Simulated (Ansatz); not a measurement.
## Worked example: self-consistent single point of LaAlO₃ (P4mm, 5 atoms in the cell) in Ansatz

Method of the run: PBE (plane waves, PAW; Ansatz, a program for electronic structure).

The input file:

Ansatz 0.2 input:
```yaml
# LaAlO3
crystal:
  lattice:
    - [3.82905000, 0.00000000, 0.00000000]
    - [0.00000000, 3.82905000, 0.00000000]
    - [0.00000000, 0.00000000, 3.82905000]
  atoms:
    - { symbol: La, position_ang: [0.00000000, 0.00000000, 0.04999973] }
    - { symbol: Al, position_ang: [1.91452500, 1.91452500, 1.91452500] }
    - { symbol: O, position_ang: [1.91452500, 0.00000000, 1.91452500] }
    - { symbol: O, position_ang: [0.00000000, 1.91452500, 1.91452500] }
    - { symbol: O, position_ang: [1.91452500, 1.91452500, 0.00000000] }
basis:
  ecutwfc: 30.9 Ry
kpoints:
  mp_grid: { grid: [7, 7, 7] }
hamiltonian:
  xc: pbe
  pseudopotentials: { kind: paw }
scf:
  occupations: { method: fermi_dirac, width: 0.0015 Ry }
output:
  forces: true
  eigenvalues: true
  stress: true
```

Output (repeated stretches shortened):

```
WARN ansatz: RAYON_NUM_THREADS=1 ignored (pool sized by the plan → 1); use --threads N
Pseudopotentials: kind: paw
Pseudopotential: La, paw, valence charge 11
Pseudopotential: Al, paw, valence charge 3
Pseudopotential: O, paw, valence charge 6
Crystal: 5 atoms, lattice volume = 56.140 Å³
Basis set: ecut = 420.4159175005146 eV, 1045 PW (Γ), exchange–correlation on 54×54×54 points (8 copies of the dense FFT grid, shifted against one another)
Bands: 21, of which v1, the nominal top of the filled ones, is band 16 counted from 1 (15 counted from 0)
Symmetry: 8 space group operations
Space group: P4mm (ITA 99), of the structure as read, at distance tolerance 3.8e-5 Å
k-points: 40 of 343 (time reversal used)
Initial density: superposition of atomic densities (neutral atoms: chi_scale 0, normalization atom), corrected by the library's trained network
Initial wavefunctions: pseudopotential atomic-orbital guess
Eigensolver: davidson
Functional: x = pbe(κ = 0.804, μ = 0.2195149727645171), c = pbe(β = 0.06672455060314922)
SCF iter   1: F=—  HF=-8498.817369 eV  |F-HF|=—  |Δ(HF+E_count)|=         —  Δρ=1.44e-3  dr2=3.15e-4  ethr=1.77e-3  ⟨swp⟩=4.6  Hψ=3793  notcnv=0
all-band conjugate gradients solve this SCF's bands
preconditioner: auto → Resta (q_TF=auto, 2.484 Å⁻¹)
SCF iter   2: F=—  HF=-8498.817762 eV  |F-HF|=—  |Δ(HF+E_count)|=   3.94e-4  Δρ=7.16e-4  dr2=4.92e-5  ethr=9.85e-7  ⟨swp⟩=2.0  Hψ=1805  notcnv=0
SCF iter   3: F=—  HF=-8498.818662 eV  |F-HF|=—  |Δ(HF+E_count)|=   8.99e-4  Δρ=2.45e-4  dr2=1.30e-5  ethr=1.54e-7  ⟨swp⟩=2.1  Hψ=1375  notcnv=0
SCF iter   4: F=—  HF=-8498.818675 eV  |F-HF|=—  |Δ(HF+E_count)|=   1.28e-5  Δρ=3.15e-5  dr2=2.59e-7  ethr=4.06e-8  ⟨swp⟩=2.1  Hψ=1242  notcnv=0
iter 5 did not close the SCF: its close was put off for the readings that it lacked (scf_convergence_deferred on its scf_iter line)
SCF iter   5: F=-8498.818675 eV  HF=-8498.818675 eV  |F-HF|=2.18e-8  |Δ(HF+E_count)|=   2.95e-7  Δρ=9.18e-6  dr2=3.38e-8  ethr=8.10e-10  ⟨swp⟩=2.0  Hψ=1427  notcnv=0
SCF iter   6: F=-8498.818675 eV  HF=-8498.818675 eV  |F-HF|=1.48e-9  |Δ(HF+E_count)|=   3.43e-9  Δρ=3.59e-6  dr2=4.59e-9  ethr=1.06e-10  ⟨swp⟩=4.9  Hψ=3474  notcnv=0
SCF 1 converged in 6 iterations: F = -8498.818675 eV  dr2 = 4.59e-9
SCF converged after 6 iterations
Free energy (F): -8498.818675 eV
Harris-Foulkes:  -8498.818675 eV  (|F-HF|=1.48e-9)
Internal energy: -8498.818675 eV  (E = F + TS)
E sigma→0 (E₀):  -8498.818675 eV
Fermi energy:    12.746375 eV
--- Per-component energies (eV) ---
  E_band       = 63.687470
  E_kinetic    = 750.141050
  E_local      = -1055.523618  (includes V_loc(G=0)·N_el)
  E_nonlocal   = 248.722612
  E_hartree    = 380.757801
  E_xc         = -405.046832
  E_vxc        = -465.280481  (∫ρ·V_xc dr)
  E_paw        = -6359.112936  (= ΣΔE_a)
  E_vpaw       = -175.895956  (= ΣTr[D̂ρ^β])
  E_aug_tail   = 0.007470  (compensation charges beyond the density's cutoff)
  E_ewald      = -2058.764223
  E_smearing   = -0.000000  (= −TS)
  E_closure    = 0.000000  (closes the sum)
  Σ components = -8498.818675   (vs F -8498.818675, Δ=0.00e0)
--- Forces (eV/Å), atoms counted from 1 ---
  atom   1  La    -0.00000000     0.00000000    -0.18573617
  atom   2  Al     0.00000000     0.00000000     0.18210164
  atom   3  O      0.00000000     0.00000000    -0.03313628
  atom   4  O      0.00000000     0.00000000    -0.03313628
  atom   5  O     -0.00000000     0.00000000     0.06990964
  max |Σ_I F_I| component: 2.55e-6 eV/Å
--- Stress (GPa, compression-positive) ---
       -2.336288       0.000000      -0.000000
        0.000000      -2.336288       0.000000
       -0.000000       0.000000      -2.312228
  P = ⅓ Tr σ = -2.3283 GPa (-23.283 kbar)
  The stress holds the Pulay correction. Without it, at fixed plane waves, as pw.x and ABINIT print it: P = -2.9827 GPa
--- Band table (eV; the first three rows and the last of 40) ---
  k-point 0: bands = ["-19.5183", "-6.9367", "-4.9748", "-4.9745", "-3.0662", "-3.0662", "-3.0546", "6.7213", "6.7225", "6.7225", "9.6408", "9.6422", "9.6422", "10.8749", "10.8792", "10.8792", "14.5013", "14.5059", "15.4295", "15.6476", "15.6476"]
  k-point 1: bands = ["-19.5034", "-6.9861", "-5.1926", "-4.9632", "-3.0376", "-3.0376", "-2.7894", "6.6888", "6.6888", "6.7346", "9.3697", "9.5109", "9.5109", "10.4649", "10.7462", "10.7462", "14.7496", "14.8423", "15.3949", "15.6058", "15.6058"]
  k-point 2: bands = ["-19.4693", "-7.1345", "-5.4850", "-4.9375", "-2.9718", "-2.9718", "-2.3640", "6.5805", "6.5805", "6.8714", "8.8678", "9.3500", "9.3500", "9.5666", "10.4095", "10.4095", "15.0632", "15.2885", "15.3299", "15.5433", "15.5433"]
  k-point 39: bands = ["-19.3195", "-5.9089", "-5.6831", "-5.6691", "-3.5248", "-3.5102", "-3.3318", "3.8371", "8.4103", "8.6104", "8.6120", "9.4660", "9.4699", "10.8357", "10.8425", "10.9408", "15.2891", "15.2905", "15.3107", "15.5039", "15.6788"]
```

The run converged in 6 iterations.

The starting cell has typed, rounded lattice constants, without a prior relaxation at this level. Its lattice was rescaled by up to half a per cent. One atom was moved a little off its site on purpose. Ansatz's pressure includes its estimate of the finite-basis (Pulay) stress. Without the estimate this run gives -2.98 GPa.
